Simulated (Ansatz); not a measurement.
Se: energy along a strain

Se, Pm-3m, a = 2.811 Å (as given, not relaxed at this level: -1.4 GPa). This isn't the element's structure at ambient conditions. Ansatz: PBE+D3(BJ), PAW, 420 eV, Γ-centred 16×16×16 mesh on 1 atom, Gaussian smearing 0.15 eV; no spin polarisation. Cell vectors (Å): 2.811 0.000 0.000; 0.000 2.811 0.000; 0.000 0.000 2.811. The cell is strained by x per cent times the pattern (0 0 0 1 0 0) in the order xx yy zz yz xz xy (engineering shears), with fractional coordinates held. y is the free energy over the start, V0 = 22.201 Å³/atom. Symmetry makes y even in x.

| x (%) | y (meV/atom) |
| --- | --- |
| -4.00 | ? |
| -2.00 | 0.25 |
| 0.00 | 0.00 |
| 0.50 | 0.02 |
| 1.00 | 0.06 |
| 1.50 | 0.14 |
| 2.50 | 0.38 |
| 3.00 | 0.54 |
| 3.50 | 0.73 |

Problem. Fit y = c2 x² + c4 x⁴ to the other rows, get the stiffness along the pattern, and predict the missing energy.

Solution. Least squares on the rows shown. y = 0.06256 x² − 0.0002515 x⁴. The clamped-ion stiffness p·C·p = 2 × 0.6256 eV × 160.2 / 22.201 Å³ = 9.0 GPa, which is C44 in these axes (second derivative at the start, which stands under stress). At x = -4.00 the fit asked for gives 0.94 meV/atom. The run gave 0.94 meV/atom, the same to the digits shown.

Spin polarisation was left out, and a magnetic state may lie lower.